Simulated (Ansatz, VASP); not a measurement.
Si in VASP and in Ansatz

```
CELL_PARAMETERS angstrom
0.00000 2.73505 2.73505
2.73505 0.00000 2.73505
2.73505 2.73505 0.00000
ATOMIC_POSITIONS crystal
Si 0.25000 0.25000 0.25000
Si 0.00000 0.00000 0.00000
```

Alike in both runs: functional PBE; k mesh 8 × 8 × 8; occupations gaussian, width 0.02 eV; no spin polarisation.

Ansatz relaxed the structure, and its values are those at the end. VASP's run is a single point on that final structure, the one shown.

|  | VASP | Ansatz |
| --- | --- | --- |
| version | VASP 6.6.1 | Ansatz 0.2.0 |
| potentials or method | VASP PAW PBE potentials, release 64 (Si) | scalar-relativistic, plane waves, PAW |
| plane-wave cutoff (eV) | 520 | 420 |
| valence electrons in the cell | 8 | 8 |

|  | VASP | Ansatz | Ansatz less VASP |
| --- | --- | --- | --- |
| gap on the k mesh at the Fermi level (eV) | 0.65 | 0.65 | -0.003 |
| least direct gap on the mesh (eV) | 2.56 | 2.55 | -0.005 |
| pressure (GPa) | -0.1 | 0.0 | +0.08 |

A k mesh can miss the band edges. Expect the measured gap to be larger: semilocal functionals such as PBE lack the derivative discontinuity.
